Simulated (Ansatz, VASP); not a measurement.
**Re in VASP and in Ansatz**

INCAR

```
SYSTEM = Re
  PREC = Accurate
  ENCUT = 520
  EDIFF = 1E-7
  ISMEAR = -1
  SIGMA = 0.1
  LREAL = .FALSE.
  LASPH = .TRUE.
  NELM = 100
  ALGO = Normal
  ISIF = 2
  LWAVE = .FALSE.
  LCHARG = .FALSE.
  GGA = RP
  NBANDS = 10
```

File KPOINTS:

```
regular mesh
0
G
  8 8 8
  0 0 0
```

Contents of POSCAR:

```
Re
1.0
   -1.6367040000      1.6367040000      1.3475810000
    1.6367040000     -1.6367040000      1.3475810000
    1.6367040000      1.6367040000     -1.3475810000
Re
1
Direct
    0.0000000000      0.0000000000      0.0000000000
```

Input for Ansatz:

```yaml
crystal:
  lattice:
    - [-1.636704, 1.636704, 1.347581]
    - [1.636704, -1.636704, 1.347581]
    - [1.636704, 1.636704, -1.347581]
  atoms:
    - { symbol: Re, position: [0.0, 0.0, 0.0] }
  symmetry: { tolerance: 0.0003 }
kpoints:
  mp_grid: { grid: [8, 8, 8], shift: [0, 0, 0] }
magnetization:
  spin_polarized: false
scf:
  occupations: { method: fermi_dirac }
hamiltonian:
  pseudopotentials: { kind: paw }
  xc: rpbe
basis:
  ecutwfc: 500
output:
  forces: true
  stress: true
  eigenvalues: true
  write_density: true
  write_potential: true
  elf: true
  volumetric_format: npy
```

The cell was built by a generator and needn't be a form met in nature.

Alike in both runs: task single point; functional RPBE; k mesh 8 × 8 × 8; no spin polarisation.

```csv
,VASP,Ansatz
version,VASP 6.6.1,Ansatz 0.2.0
potentials or method,"VASP PAW PBE potentials, release 64 (Re)",PAW plane waves
plane-wave cutoff (eV),520,500
occupations,"fermi-dirac, width 0.1 eV",fermi-dirac
valence electrons in the cell,7,15
```

Ansatz gave:

```
gap on the k mesh at the Fermi level (eV)       : none
pressure (GPa)                                  : 26.1
largest component of the traceless stress (GPa) : 25.40
```

Problem. What did VASP give for the same quantities?

Solution. gap on the k mesh at the Fermi level (eV): none; pressure (GPa): 25.8; largest component of the traceless stress (GPa): 25.14.

A gap of «none» marks a metal or a gap that the smearing closes. The two sets of potentials don't hold the same shells in valence.

Caveats: the k mesh is coarse (spacing up to 0.38 Å⁻¹), so the values aren't converged; so large a pressure means that the cell lies far from this level's equilibrium, or that cutoff or potentials fall short (VASP); the potentials were made for another functional, which shifts forces and pressure (VASP). Spin-orbit coupling is left out, which matters for the levels of Re.
